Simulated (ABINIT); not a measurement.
Wanted: the native input for an ABINIT 10.8.3 (patched build) run.

```yaml
Task: band structure
Functional: SCAN
Potentials_or_basis: JTH PAW PBE v2.0
Cutoff: 707 eV
k_mesh: 12 × 12 × 12
Occupations: fermi-dirac, width 0.05 eV
Spin: no spin polarisation
Fine-grid_cutoff: 1306.15 eV
```

Zn:

```
CELL_PARAMETERS angstrom
0.00000 1.96478 1.96478
1.96478 0.00000 1.96478
1.96478 1.96478 0.00000
ATOMIC_POSITIONS crystal
Zn 0.00000 0.00000 0.00000
```

This isn't the form of Zn at room conditions, which is hcp.

These files were run (other wordings do the same):

run.abi

```
ndtset 2

pp_dirpath "./"
pseudos "Zn.GGA_PBE-JTH.xml"

acell 3*1.0 Angstrom
rprim
     0.0000000000     1.9647760000     1.9647760000
     1.9647760000     0.0000000000     1.9647760000
     1.9647760000     1.9647760000     0.0000000000
ntypat 1
znucl 30
natom 1
typat 1
xred
     0.0000000000     0.0000000000     0.0000000000

ecut 26.0
pawecutdg 48.0

ixc -263267
usekden 1
pawxcdev 0

occopt 3
tsmear 0.00183747

nstep 100

iomode 3
prtwf 0
prteig 0
prtebands 0
enunit 1
prtden1 1
prtkden1 1
prtvha1 1
prtvclmb1 1
prtpot1 1

kptopt1 1
ngkpt1 12 12 12
nshiftk1 1
shiftk1 0.0 0.0 0.0
nband1 10
tolvrs1 1.0e-7

iscf2 -2
getden2 1
getkden2 1
nband2 16
nbdbuf2 4
tolwfr2 1.0e-11
kptopt2 -9
ndivsm2 6
prteig2 1
prtvol2 -3
kptbounds2
     0.0000000000     0.0000000000     0.0000000000
     0.5000000000     0.0000000000     0.5000000000
     0.5000000000     0.2500000000     0.7500000000
     0.3750000000     0.3750000000     0.7500000000
     0.0000000000     0.0000000000     0.0000000000
     0.5000000000     0.5000000000     0.5000000000
     0.6250000000     0.2500000000     0.6250000000
     0.5000000000     0.2500000000     0.7500000000
     0.5000000000     0.5000000000     0.5000000000
     0.3750000000     0.3750000000     0.7500000000
```

Potentials or basis: JTH PAW PBE v2.0.

Launch:

```sh
$ abinit run.abi > log 2>&1
```

It gave:

The pressure is -6.3 GPa. The band gap on the k mesh is none (metal or under the smearing width) and the valence electrons inside the program's atomic spheres are Zn 10.73 (radii [1.2212] Å).

Caveat: the PAW data sets were made with another functional, which shifts forces and pressure a little.

Wall time 3.7 min on 1 thread of Arm Neoverse V1, on a shared host, peak memory 0.11 GiB.
